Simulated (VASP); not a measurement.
VASP 6.6.1 run: GaN

INCAR

```
LWAVE = .FALSE.
NBANDS = 16
PREC = Accurate
IBRION = -1
NELM = 72
NSW = 0
LCHARG = .FALSE.
SIGMA = 0.02
GGA = PE
EDIFF = 1E-7
NELECT = 17
ENCUT = 520
ISIF = 2
LREAL = .FALSE.
ISMEAR = -1
LASPH = .TRUE.
```

KPOINTS

```
KPOINTS created by Atomic Simulation Environment
0
Gamma
10 10 10
0 0 0
```

POSCAR

```
Ga N
 1.0000000000000000
     0.0000000000000000    2.2489525411000000    2.2039734903000001
     2.2489525411000000    0.0000000000000000    2.2039734903000001
     2.2489525411000000    2.2489525411000000    0.0000000000000000
 Ga  N
   1   1
Cartesian
  0.0000000000000000  0.0000000000000000  0.0000000000000000
  1.1244762705500000  1.1244762705500000  1.1019867451500001
```

The recommended PBE PAW datasets give the neutral cell 18 valence electrons.

Command

```
mpirun -np 1 vasp_std
```

OSZICAR

```
N       E                     dE             d eps       ncg     rms          rms(c)
DAV:   1     0.645225508449E+02    0.64523E+02   -0.82127E+03  3712   0.181E+03
DAV:   2    -0.116622381438E+02   -0.76185E+02   -0.71172E+02  3744   0.299E+02
DAV:   3    -0.164439462023E+02   -0.47817E+01   -0.47268E+01  3776   0.634E+01
DAV:   4    -0.164957260895E+02   -0.51780E-01   -0.51756E-01  4216   0.701E+00
DAV:   5    -0.164964581343E+02   -0.73204E-03   -0.73203E-03  3896   0.738E-01    0.436E+00
DAV:   6    -0.164263432484E+02    0.70115E-01   -0.92148E-01  4928   0.308E+01    0.168E+00
DAV:   7    -0.164108368524E+02    0.15506E-01   -0.14644E-01  3800   0.372E+00    0.102E+00
DAV:   8    -0.164091679178E+02    0.16689E-02   -0.71338E-03  5008   0.167E+00    0.387E-01
DAV:   9    -0.164089576450E+02    0.21027E-03   -0.19271E-03  4416   0.738E-01    0.833E-02
DAV:  10    -0.164089648592E+02   -0.72142E-05   -0.14962E-04  4496   0.167E-01    0.327E-02
DAV:  11    -0.164089925462E+02   -0.27687E-04   -0.29256E-05  3712   0.538E-02    0.108E-02
DAV:  12    -0.164089894344E+02    0.31118E-05   -0.58315E-06  4328   0.244E-02    0.160E-03
DAV:  13    -0.164089895440E+02   -0.10964E-06   -0.69677E-07  4072   0.611E-03    0.206E-03
DAV:  14    -0.164089894388E+02    0.10520E-06   -0.39756E-08  3200   0.192E-03    0.138E-04
DAV:  15    -0.164089894489E+02   -0.10120E-07   -0.54470E-09  1816   0.977E-04
   1 F= -.16408989E+02 E0= -.16408079E+02  d E =-.182149E-02
```

From OUTCAR

```
k-points           NKPTS =    102   k-points in BZ     NKDIM =    102   number of bands    NBANDS=     16

   NELECT =      17.0000    total number of electrons

   dimension x,y,z NGX =    24 NGY =   24 NGZ =   24
   dimension x,y,z NGXF=    48 NGYF=   48 NGZF=   48

  energy-cutoff  :      520.00
  volume of cell :       22.29
      direct lattice vectors                 reciprocal lattice vectors
     0.000000000  2.248952541  2.203973490    -0.222325723  0.222325723  0.226862983
     2.248952541  0.000000000  2.203973490     0.222325723 -0.222325723  0.226862983
     2.248952541  2.248952541  0.000000000     0.222325723  0.222325723 -0.226862983

 k-points in reciprocal lattice and weights: KPOINTS created by Atomic Simulation Env
   0.00000000  0.00000000  0.00000000       0.001
   0.10000000 -0.00000000  0.00000000       0.008
   0.20000000 -0.00000000  0.00000000       0.008
   0.30000000  0.00000000  0.00000000       0.008
   0.40000000 -0.00000000  0.00000000       0.008
   0.50000000  0.00000000  0.00000000       0.004
   0.10000000  0.10000000  0.00000000       0.002
   0.20000000  0.10000000  0.00000000       0.008
   ...

 E-fermi :   3.4050

 k-point     1 :       0.0000    0.0000    0.0000
  band No.  band energies     occupation
      1     -11.1371      2.00000
      2      -8.0935      2.00000
      3      -8.0935      2.00000
      4      -8.0802      2.00000
      5      -7.7169      2.00000
      6      -7.7085      2.00000
      7       4.4704      0.00000
      8       4.4704      0.00000
      9       4.5433      0.00000
     10       7.4826      0.00000
     11      16.4599      0.00000
     12      16.4880      0.00000
     13      16.4880      0.00000
     14      24.3892      0.00000
     15      25.3629      0.00000
     16      25.3629      0.00000

 k-point     2 :       0.1000   -0.0000    0.0000
  band No.  band energies     occupation
      1     -11.0377      2.00000
      2      -8.0791      2.00000
      3      -8.0715      2.00000
      4      -8.0451      2.00000
      5      -7.7176      2.00000
      6      -7.7102      2.00000
      7       3.6680      0.00000
      8       4.3754      0.00000
      9       4.4329      0.00000
     10       8.1338      0.00000
     11      15.9390      0.00000
     12      16.6244      0.00000
     13      16.6358      0.00000
     14      23.8449      0.00000
     15      24.0761      0.00000
     16      24.5700      0.00000

 k-point     3 :       0.2000   -0.0000    0.0000
  band No.  band energies     occupation
      1     -10.7837      2.00000
      2      -8.0453      2.00000
      3      -8.0360      2.00000
      4      -7.8832      2.00000
      5      -7.7149      2.00000
      6      -7.7105      2.00000
      7       2.0633      2.00000
      8       4.1378      0.00000
      9       4.2143      0.00000
     10       9.2107      0.00000
     11      15.0117      0.00000
     12      16.8295      0.00000
     13      16.9333      0.00000
     14      23.0787      0.00000
     15      23.1028      0.00000
     16      23.5771      0.00000

 ...

  Total       -8.6939521     -8.6939521     -8.6826930      0.0000000      0.0000000     -0.0000000
  in kB     -624.7854142   -624.7854142   -623.9762883      0.0000000      0.0000000     -0.0000000
  external PRESSURE =    -624.5157055 kB  Pullay stress =       0.0000000 kB

 POSITION                                       TOTAL-FORCE (eV/Angst)
 -----------------------------------------------------------------------------------
      0.00000      0.00000      0.00000         0.000000      0.000000      0.000000
      1.12448      1.12448      1.10199        -0.000000     -0.000000     -0.000000
 -----------------------------------------------------------------------------------
    total drift:                                0.000003      0.000003      0.000002

  FREE ENERGIE OF THE ION-ELECTRON SYSTEM (eV)
  ---------------------------------------------------
  free  energy   TOTEN  =       -16.4089894489 eV

  energy  without entropy=      -16.4071679601  energy(sigma->0) =      -16.40807870
```

It converged. Results: pressure -62.5 GPa.

The cell is charged and sits in a uniform background.

For comparison, a separate PBE run of the intended cell, on usual settings and not on those above, gives a gap of 1.83 eV on its mesh and a pressure of 10.4 GPa.

The run above took about 22 s on one core of a shared host (Intel Xeon Platinum 8488C) and held 0.16 GiB at most.
